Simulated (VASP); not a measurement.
# Settings for Pb: energy difference of two geometries

Pb, Im-3m (no. 229), 1 atom in the cell. LAK, energy difference of two geometries; PAW potentials Pb_d (PBE set). VASP 6.6.1.

Wanted: energy difference within 0.5 meV/atom.

What the run is for: energy difference; Accuracy asked: standard; Second geometry: volume scaled by 0.94.

The series start from Plane-wave cutoff (eV): 310; Smearing width (eV): 0.1; k-point mesh: 13 × 13 × 13; Precision mode (PREC): Accurate; Electronic threshold (eV): 1e-6; Aspherical gradient terms in the spheres (LASPH): yes; Electronic algorithm: ALGO=Normal. Each series keeps the choices made before it, and each single choice may use up half of a tolerance. Times cover all steps of a run.

## Plane-wave cutoff (eV)

| Plane-wave cutoff (eV) | Energy difference (meV/atom) | Time (s) |
|---|---|---|
| 190 | 68.11 | 48 |
| 240 | 77.43 | 77 |
| 280 | 77.84 | 79 |
| 310 | 78.39 | 98 |
| 360 | 78.56 | 85 |
| 420 | 78.72 | 88 |
| 500 | 78.40 | 140 |
| 620 (reference) | 78.62 | 186 |

## Smearing width (eV)

| Smearing width (eV) | Energy difference (meV/atom) | Time (s) |
|---|---|---|
| 0.4 | 78.52 | 96 |
| 0.3 | 78.75 | 89 |
| 0.2 | 78.52 | 85 |
| 0.15 | 78.36 | 84 |
| 0.1 | 78.39 | 98 |
| 0.05 (reference) | 78.35 | 84 |

## k-point mesh

| k-point mesh | Energy difference (meV/atom) | Time (s) |
|---|---|---|
| 4 × 4 × 4 | 64.35 | 33 |
| 5 × 5 × 5 | 99.64 | 31 |
| 7 × 7 × 7 | 71.03 | 43 |
| 9 × 9 × 9 | 73.48 | 51 |
| 11 × 11 × 11 | 78.81 | 66 |
| 13 × 13 × 13 | 78.52 | 85 |
| 15 × 15 × 15 | 80.36 | 112 |
| 18 × 18 × 18 (reference) | 79.08 | 155 |

## Precision mode (PREC)

| Precision mode (PREC) | Energy difference (meV/atom) | Time (s) |
|---|---|---|
| SingleN | 103.15 | 66 |
| Normal | 78.31 | 59 |
| Single | 74.48 | 154 |
| Accurate (reference) | 79.08 | 155 |

## Electronic threshold (eV)

| Electronic threshold (eV) | Energy difference (meV/atom) | Time (s) |
|---|---|---|
| 0.001 | 78.96 | 97 |
| 0.0001 | 79.08 | 124 |
| 1e-5 | 79.08 | 126 |
| 1e-6 | 79.08 | 155 |
| 1e-7 (reference) | 79.08 | 167 |

## Aspherical gradient terms in the spheres (LASPH)

| Aspherical gradient terms in the spheres (LASPH) | Energy difference (meV/atom) | Time (s) |
|---|---|---|
| yes | 78.96 | 97 |
| no | 78.69 | 95 |

## Electronic algorithm

| Electronic algorithm | Energy difference (meV/atom) | Time (s) |
|---|---|---|
| ALGO=Normal | 78.96 | 97 |
| ALGO=Fast | 66.27 | 108 |
| ALGO=VeryFast | 64.96 | 174 |
| ALGO=All ISEARCH=1 | 79.00 | 108 |
| ALGO=All ISEARCH=0 | 79.00 | 107 |
| ALGO=Damped TIME=0.4 | 79.08 | 112 |
| ALGO=Damped TIME=0.1 | 78.95 | 135 |

## Question

The rows run from the loosest to the tightest (no order: aspherical gradient terms in the spheres, electronic algorithm). For each series: choose the loosest value from which every tighter one stays within half of the tolerance; where there is no order, keep the first row unless others stay within half of the tolerance and take at least 30 % less time, and then take the fastest.

## Answer

- Plane-wave cutoff (eV): 310
- Smearing width (eV): 0.2
- k-point mesh: 18 × 18 × 18, the tightest run, since the next looser one is off by more than half of the tolerance (convergence isn't shown beyond it)
- Precision mode (PREC): Accurate, the last of the list; the one before it is off by more than half of the tolerance
- Electronic threshold (eV): 0.001
- Aspherical gradient terms in the spheres (LASPH): yes
- Electronic algorithm: ALGO=Normal

## All choices together

| Input | Energy difference (meV/atom) | Time (s) |
|---|---|---|
| the program's defaults (naive) | 98.46 | 4.3 |
| chosen settings | 78.96 | 97 |
| reference settings throughout | 79.24 | 364 |

The chosen settings stay within the tolerance of the reference run, but the reference itself isn't shown to be converged in: k-point mesh.

## The input

INCAR:
```
ALGO = Normal
EDIFF = 0.001
ENCUT = 310
GGA_COMPAT = False
ISIF = 2
ISMEAR = 1
KPAR = 2
LASPH = True
LCHARG = False
LMIXTAU = True
LREAL = False
LWAVE = False
METAGGA = LAK
NELM = 120
PREC = Accurate
SIGMA = 0.2
```

KPOINTS:
```
Automatic mesh
0
Gamma
  18 18 18
  0 0 0
```

POSCAR.step1:
```
Pb
1.0
   -1.9796595667      1.9796595667      1.9796595667
    1.9796595667     -1.9796595667      1.9796595667
    1.9796595667      1.9796595667     -1.9796595667
Pb
1
Direct
    0.0000000000      0.0000000000      0.0000000000
```

POSCAR.step2:
```
Pb
1.0
   -1.9392470115      1.9392470115      1.9392470115
    1.9392470115     -1.9392470115      1.9392470115
    1.9392470115      1.9392470115     -1.9392470115
Pb
1
Direct
    0.0000000000      0.0000000000      0.0000000000
```

Commands (each step's output is kept before the next begins):
```
cat potpaw_PBE.64/Pb_d/POTCAR > POTCAR
cp POSCAR.step1 POSCAR
mpirun -np 2 vasp_std > vasp.out
cp POSCAR.step2 POSCAR
mpirun -np 2 vasp_std > vasp.out
```

The chosen input took VASP 6.6.1 97 s on 2 cores (Intel Xeon Platinum 8259CL @ 2.50GHz (Skylake/Cascade Lake)), a shared host.

## An input that fails: tetrahedra on too few k points

VASP's message: IBZKPT: tetrahedron method fails for NKPT<4. NKPT = 1.

k mesh: 13 × 13 × 13 becomes 1 × 1 × 1.

Changes against the starting input:
```
- ISMEAR = 1
- NELM = 120
- KPAR = 2
+ ISMEAR = -5
+ NELM = 89
```
